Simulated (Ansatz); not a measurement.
**Where B_Si puts its levels in the gap of Si3N4 (P6_3/m)**

Wanted: the transition levels of a substitutional impurity in Si3N4 (P6_3/m), from a cell of 126 host atoms with 1 Si taken out and 1 B put in.

Calculated with Ansatz 0.2.0; place-levels on PBEsol runs: charge-transition levels and formation energies with image-charge correction and potential alignment at the atomic sites; PAW set soft_1.

### Step 1. The starting structure

The cell holds 126 atoms: 53 Si, 72 N and 1 B. Cell: a = 13.206 Å, b = 13.206 Å, c = 8.731 Å, α = 90.0°, β = 90.0°, γ = 120.0°. It derives from Si3N4 (space group P6_3/m). Nearest the centre at fractional (0.353, 0.473, 0.583): B44 at 0.00 Å, N62 at 1.73 Å, N113 at 1.74 Å, N71 at 1.74 Å, N67 at 1.74 Å, Si86 at 2.91 Å, Si2 at 2.91 Å, Si56 at 3.00 Å.

The host's dielectric constants go in as inputs: (4.29, 4.29, 4.37) for the electrons alone, (8.29, 8.29, 8.25) with the ions, from a response run on this crystal (DFPT, PBEsol) at that run's own cell.

The cell's shortest repeat is 8.7 Å.

### Step 2. The runs of each charge state

Levels follow from differences of total energies between charge states, each relaxed by itself.

Each atom starts 0.05 Å or so off its site in a random direction: a symmetric start keeps its symmetry, and would miss off-centre moves and Jahn–Teller distortions. Forces are taken at one point at (¼, ¼, ¼). The cell holds 1 electron more than the neutral one, with a uniform background that keeps it neutral on the whole.

The sampling was tested on the host first: at the k-points planned (1x1x1 shifted 0.25 0.25 0.25) its energy lies 0.000 eV an atom from the dense-mesh value, under the bound of 0.02 eV set for this test; that bounds the host's error, not the defect's.

One of the inputs; charge, spin and start change from state to state.

qm1.relax/input.yaml

```yaml
crystal:
  lattice:
    - [11.43668588, 6.60297367, 0.0]
    - [-11.43668588, 6.60297367, 0.0]
    - [0.0, 0.0, 2.91025578]
  atoms:
    - { symbol: Si, position: [0.01950046, 0.80655545, 0.75] }
    - { symbol: Si, position: [0.3528338, 0.47322211, 0.75] }
    - { symbol: Si, position: [0.68616713, 0.13988878, 0.75] }
    - { symbol: Si, position: [0.21294502, 0.01950046, 0.25] }
    - { symbol: Si, position: [0.54627835, 0.68616713, 0.25] }
    - { symbol: Si, position: [0.87961168, 0.3528338, 0.25] }
    - { symbol: Si, position: [0.13988878, 0.45372165, 0.25] }
    - { symbol: Si, position: [0.47322211, 0.12038832, 0.25] }
    - { symbol: Si, position: [0.80655545, 0.78705498, 0.25] }
    - { symbol: Si, position: [0.19344455, 0.21294502, 0.75] }
    - { symbol: Si, position: [0.52677789, 0.87961168, 0.75] }
    - { symbol: Si, position: [0.86011122, 0.54627835, 0.75] }
    - { symbol: Si, position: [0.12038832, 0.6471662, 0.75] }
    - { symbol: Si, position: [0.45372165, 0.31383287, 0.75] }
    - { symbol: Si, position: [0.78705498, 0.98049954, 0.75] }
    - { symbol: Si, position: [0.31383287, 0.86011122, 0.25] }
    - { symbol: Si, position: [0.6471662, 0.52677789, 0.25] }
    - { symbol: Si, position: [0.98049954, 0.19344455, 0.25] }
    - { symbol: "N", position: [0.0, 0.66666667, 0.75] }
    - { symbol: "N", position: [0.33333333, 0.33333333, 0.75] }
    - { symbol: "N", position: [0.66666667, 0.0, 0.75] }
    - { symbol: "N", position: [0.0, 0.33333333, 0.25] }
    - { symbol: "N", position: [0.33333333, 0.0, 0.25] }
    - { symbol: "N", position: [0.66666667, 0.66666667, 0.25] }
    - { symbol: "N", position: [0.21345843, 0.45653274, 0.75] }
    - { symbol: "N", position: [0.54679176, 0.12319941, 0.75] }
    - { symbol: "N", position: [0.8801251, 0.78986608, 0.75] }
    - { symbol: "N", position: [0.09025902, 0.8801251, 0.25] }
    - { symbol: "N", position: [0.42359235, 0.54679176, 0.25] }
    - { symbol: "N", position: [0.75692569, 0.21345843, 0.25] }
    - { symbol: "N", position: [0.12319941, 0.57640765, 0.25] }
    - { symbol: "N", position: [0.45653274, 0.24307431, 0.25] }
    - { symbol: "N", position: [0.78986608, 0.90974098, 0.25] }
    - { symbol: "N", position: [0.21013392, 0.09025902, 0.75] }
    - { symbol: "N", position: [0.54346726, 0.75692569, 0.75] }
    - { symbol: "N", position: [0.87680059, 0.42359235, 0.75] }
    - { symbol: "N", position: [0.1198749, 0.21013392, 0.25] }
    - { symbol: "N", position: [0.45320824, 0.87680059, 0.25] }
    - { symbol: "N", position: [0.78654157, 0.54346726, 0.25] }
    - { symbol: "N", position: [0.24307431, 0.78654157, 0.75] }
    - { symbol: "N", position: [0.57640765, 0.45320824, 0.75] }
    - { symbol: "N", position: [0.90974098, 0.1198749, 0.75] }
  supercell: [1, 1, 3]
  defects: [{ substitution: { at: 43, symbol: B } }]
total_charge: -1
basis:
  ecutwfc: 420
  xc_grid: 2
hamiltonian:
  xc: pbesol
  pseudopotentials: { kind: paw, azcp: { folder: soft_1 }, xc_functional: pbe }
kpoints:
  mp_grid: { grid: [1, 1, 1], shift: [0.25, 0.25, 0.25] }
scf:
  occupations: { method: fixed }
  max_iter: 100
output:
  forces: true
  charged_corrections: { epsilon: [4.29, 4.29, 4.37], static_epsilon: [8.29, 8.29, 8.25] }
relax:
  f_tol: 0.02
  max_steps: 80
  random_displacement: { amplitude: 0.05, seed: 475 }
checkpoint:
  write: "../qm1.relax.run"
  compress: false
  write_wavefunctions: true
  write_every: 100000
```

Run with:

```sh
> ansatz run input.yaml --threads 8 --pin off --max-ram 22609MiB --backend cpu --events-out ev --progress --plain --runs-dir out
```

The relaxed structure is kept and the sampling changed to a 2×2×2 shifted mesh.

The run of this state that the levels use, under PBEsol:

qm1.point/input.yaml

```yaml
crystal:
  checkpoint: "../qm1.relax.run"
  host: checkpoint
total_charge: -1
basis:
  ecutwfc: 420
  xc_grid: 2
hamiltonian:
  xc: pbesol
  pseudopotentials: { kind: paw, azcp: { folder: soft_1 }, xc_functional: pbe }
kpoints:
  mp_grid: { grid: [2, 2, 2], shift: [0.5, 0.5, 0.5] }
scf:
  occupations: { method: fermi_dirac, width: 0.01 }
  max_iter: 100
output:
  forces: true
  eigenvalues: true
  charged_corrections:
    epsilon: [4.29, 4.29, 4.37]
    static_epsilon: [8.29, 8.29, 8.25]
    defect_position: [0.352834, 0.473222, 0.583333]
  eigenstates: { localisation: true }
  populations: true
  band_densities: [{ bands: [v1, v1] }, { bands: [c1, c1] }]
  write_density: true
  write_potential: true
  volumetric_format: npy
  elf: true
checkpoint:
  read: "../qm1.relax.run"
  write: "../qm1.point.run"
  compress: false
  write_wavefunctions: false
  write_every: 100000
```

Relaxations under PBEsol at one point at (¼, ¼, ¼); times on 8 threads of Arm Neoverse V2, shared host:

| charge | moment (μB) | occupations | outcome | steps | largest displacement against the far atoms (Å) | time |
| --- | --- | --- | --- | --- | --- | --- |
| −1 | 0 | fixed | converged | 7 | 0.13 | 1.8 min |
| 0 | 1 | fixed | converged | 8 | 0.14 | 5.5 min |
| +1 | 0 | fixed | converged | 6 | 0.14 | 2.4 min |
| +1 | 2 | fixed | converged | 7 | 0.14 | 5.1 min |

Single points under PBEsol at a 2×2×2 shifted mesh; times on 8 threads of Arm Neoverse V2, shared host:

```csv
charge,moment (μB),occupations,outcome,time
−1,0,fermi-dirac,converged,2 min
0,1,fermi-dirac,converged,5.6 min
+1,0,fermi-dirac,converged,2.2 min
+1,2,fermi-dirac,converged,5.4 min
```

Distances (Å) from B44 to the nearest atoms after relaxation with PBEsol:

| charge | moment (μB) | 1. | 2. | 3. | 4. | 5. | 6. |
| --- | --- | --- | --- | --- | --- | --- | --- |
| −1 | 0 | N 1.60 | N 1.61 | N 1.62 | N 1.62 | Si 2.86 | Si 2.86 |
| 0 | 1 | N 1.59 | N 1.61 | N 1.61 | N 1.63 | Si 2.85 | Si 2.86 |
| +1 | 0 | N 1.60 | N 1.61 | N 1.62 | N 1.62 | Si 2.86 | Si 2.87 |
| +1 | 2 | N 1.60 | N 1.61 | N 1.61 | N 1.61 | Si 2.86 | Si 2.86 |

### Step 3. Placing the levels, PBEsol

A charged cell interacts with its images and the background, and its potential has another zero than the host's. place-levels removes the first by a point-charge model, screened by the static dielectric constant since the ions have relaxed around the charge, and the second by comparing potentials at atoms far from the defect.

The host is a run of the defect-free crystal in the same cutoffs, grids and k-points, so that basis and sampling errors cancel in part in the differences. Its band edges come from a run of the primitive cell that searches the zone for them. The host is run in a cell of 42 atoms on a matching mesh. Chemical potentials are energies per atom of Si (diamond) and B (alpha-rhombohedral (B12)), run with the same functional and cutoff.

levels.point.yaml

```yaml
host:
  run: host.point.run
  levels_from: { run: edges.point.run }
states: [qm1.point.run, q0_M1.point.run, qp1.point.run, qp1_M2.point.run]
geometry_from:
  qm1.point.run: qm1.relax.run
  q0_M1.point.run: q0_M1.relax.run
  qp1.point.run: qp1.relax.run
  qp1_M2.point.run: qp1_M2.relax.run
  host.point.run: host.relax.run
chemical_potentials:
  Si:
    energy: -621.49341
    dataset: <sha256 of the dataset>
  B:
    energy: -152.669504
    dataset: <sha256 of the dataset>
epsilon: [4.29, 4.29, 4.37]
static_epsilon: [8.29, 8.29, 8.25]
vertical:
  - { from: qm1.point.run, to: qm1.point_neutral.run }
  - { from: qp1.point.run, to: qp1.point_neutral.run }
  - { from: qp1_M2.point.run, to: qp1_M2.point_neutral.run }
```

Run with:

```sh
> ansatz place-levels levels.point.yaml -- --threads 8 --pin off --max-ram 22609MiB
```

Numbers of over 12 decimals in the logs are rounded to 6 here.

Log:

```text
[... repeated set-up lines and file paths are left out, and long positions are rounded to six places ...]
(+1/0) 0.000 eV above the valence edge (-0.196 eV without the band-filling correction), 4.186 eV under the conduction edge
(0/-1) 0.185 eV above the valence edge, 4.002 eV under the conduction edge
formation energy of charge +1: +2.780 eV with the Fermi level at the valence edge
formation energy of charge 0: +2.780 eV with the Fermi level at the valence edge
formation energy of charge -1: +2.964 eV with the Fermi level at the valence edge
vertical -1 to 0: no energy, since no alignment is typed
  the change from vertical[0].from (qm1.point.run) to vertical[0].to (qm1.point_neutral.run): by its potential at epsilon [4.29, 4.29, 4.37] it stands at 0.362 0.411 0.584, with an rms radius of about 5.3 Å (3.2 3.1 2.8 Å across the planes of the cell's [...]
vertical +1 to 0: no energy, since no alignment is typed
  the change from vertical[1].from (qp1.point.run) to vertical[1].to (qp1.point_neutral.run): by its potential at epsilon [4.29, 4.29, 4.37] it stands at 0.405 0.529 0.576, with an rms radius of about 7.1 Å (4.8 4.0 3.3 Å across the planes of the cell's [...]
vertical +1 to 0: no energy, since no alignment is typed
  the change from vertical[2].from (qp1_M2.point.run) to vertical[2].to (qp1_M2.point_neutral.run): by its potential at epsilon [4.29, 4.29, 4.37] it stands at 0.344 0.454 0.583, with an rms radius of about 5.4 Å (3.5 3.1 2.7 Å across the planes of the cell's [...]
  edges by pbesol of host.levels_from (edges.point.run), its mesh sampled to repeats of 26.19 Å (the valence edge +0.130 eV and the conduction edge -0.336 eV from those of the host's own run), gap 4.186 eV; the host is sampled to repeats of 26.41 Å
  the defect's cells are sampled to repeats of 26.41 Å, like sampling
  charge +1: -60500.7114 eV with its correction of +0.011 eV, at epsilon [8.29, 8.29, 8.25], aligned at sites: -0.2077 eV, mean over 89 atomic sites at or beyond 4.37 Å from the defect at [0.3528, 0.4732, 0.5833], with -0.003709 for the charge's moments and [...]
  states[2] (qp1.point.run): levels filled in part (TS 0.006 eV): its energy is of no whole electron's
  charge 0: +0.000 eV for its dipole among its images, +0.000 omitted
  states[1] (q0_M1.point.run): levels filled in part (TS 0.007 eV): its energy is of no whole electron's
  charge -1: -60484.4787 eV with its correction of +0.281 eV, at epsilon [8.29, 8.29, 8.25], aligned at sites: -0.0626 eV, mean over 89 atomic sites at or beyond 4.37 Å from the defect at [0.3528, 0.4732, 0.5833], with +0.001935 for the charge's moments and [...]
  charge +1: states[3] (qp1_M2.point.run) stands 0.039 eV higher, with a moment of 2.00 μB against 0.00
  of states[2] (qp1.point.run): it parts from the run at its places by a charge that spreads by about 4.8 Å along one vector (2 Å or more is wide), by its potential at epsilon [4.29, 4.29, 4.37], taken for that of held ions (one typed too small widens it), [...]
  of states[0] (qm1.point.run): it parts from the run at its places by a charge that spreads by about 2.8 Å along one vector (1.5 Å or more is wide), by its potential at epsilon [4.29, 4.29, 4.37], taken for that of held ions (one typed too small widens it), [...]
  of states[3] (qp1_M2.point.run): it parts from the run at its places by a charge that spreads by about 2.7 Å along one vector (1.5 Å or more is wide), by its potential at epsilon [4.29, 4.29, 4.37], taken for that of held ions (one typed too small widens [...]
  of vertical[0].from (qm1.point.run): it parts from the run at its places by a charge that spreads by about 2.8 Å along one vector (1.5 Å or more is wide), by its potential at epsilon [4.29, 4.29, 4.37], taken for that of held ions (one typed too small [...]
  vertical[0].to (qm1.point_neutral.run): levels filled in part (TS 0.002 eV): its energy is of no whole electron's
  vertical[1].from (qp1.point.run): levels filled in part (TS 0.006 eV): its energy is of no whole electron's
  of vertical[1].from (qp1.point.run): it parts from the run at its places by a charge that spreads by about 4.8 Å along one vector (2 Å or more is wide), by its potential at epsilon [4.29, 4.29, 4.37], taken for that of held ions (one typed too small widens [...]
  vertical[1].to (qp1.point_neutral.run): levels filled in part (TS 0.007 eV): its energy is of no whole electron's
  of vertical[2].from (qp1_M2.point.run): its moments are held at its close (magnetization.spin_locking), by a field of 0.010 eV a Bohr magneton, and its energy and levels are of the state that this holds: a run that lets them go can end lower; [...]
  vertical[2].to (qp1_M2.point_neutral.run): levels filled in part (TS 0.007 eV): its energy is of no whole electron's
  of vertical[2].to (qp1_M2.point_neutral.run): it set out from the moments of a save, which an earlier run chose (saved_moments_taken)
```

Elapsed: 0.61 s, on 8 threads of Arm Neoverse V2, shared host.

(Part 1 of 2 ends here.)

[Logs are printed without paths, hosts, clocks, repeated set-up lines and the standing remarks that a program may print on its own settings, such as how far it seeks lower states.]

[Hosts, paths, dates, database ids (printed as entryN), source tags and the programs' standing remarks are cut or masked in the printed files.]

[Where a table of states has a column of steps, it counts the stored structures, which are thinned; the runs took as many ionic steps or more.]

[A defect's name tells the site on which it was built; relaxed atoms can leave that site.]

[For some hosts the program warned that the k-mesh of the response run may be too coarse for force constants and the static dielectric constant; such warnings are not shown here.]
